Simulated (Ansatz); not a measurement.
LDA, PBE, PBEsol and r²SCAN on TiC

```
Ti C
1.0
     0.00000    2.16400    2.16400
     2.16400    0.00000    2.16400
     2.16400    2.16400    0.00000
Ti C
1 1
Direct
  0.00000 0.00000 0.00000
  0.50000 0.50000 0.50000
```

Atom numbers follow the list: Ti1, C2.

Conventional cell: a = 4.328 Å, b = 4.328 Å, c = 4.328 Å, α = 90.00°, β = 90.00°, γ = 90.00°. Around Ti (atom 1) lie 6 C at 2.16 Å. C (atom 2) is surrounded by 6 Ti at 2.16 Å.

The cell is COD entry 9012564, as deposited and not checked against the literature; nothing was relaxed.

One fixed cell is solved with several functionals by frozen-core PAW in Ansatz 0.2.0, scalar-relativistically. A positive pressure means that the functional wants a larger cell.

The PAW files were made with PBE; their cores are remade for each functional.

Settings: a Γ-centred 16×16×16 k mesh, Fermi–Dirac smearing of 0.03 eV, cutoff 420 eV, no spin polarisation.

Cutoffs: PBE 420 eV, LDA 420 eV, PBEsol 420 eV, r²SCAN 500 eV.

(1) One of the runs gave P (GPa) = 0.86, lowest level at Γ above −25 eV, from the valence-band top or, without a gap, the Fermi level (eV) = -12.40. Which setting was it?
A. LDA
B. PBE
C. r²SCAN
D. PBEsol

## Answers

(1) B. The full set:
| setting | P (GPa) | lowest level at Γ above −25 eV, from the valence-band top or, without a gap, the Fermi level (eV) |
| --- | --- | --- |
| PBE | 0.86 | -12.40 |
| LDA | -12.06 | -12.22 |
| PBEsol | -6.16 | -12.37 |
| r²SCAN | -0.03 | -13.25 |
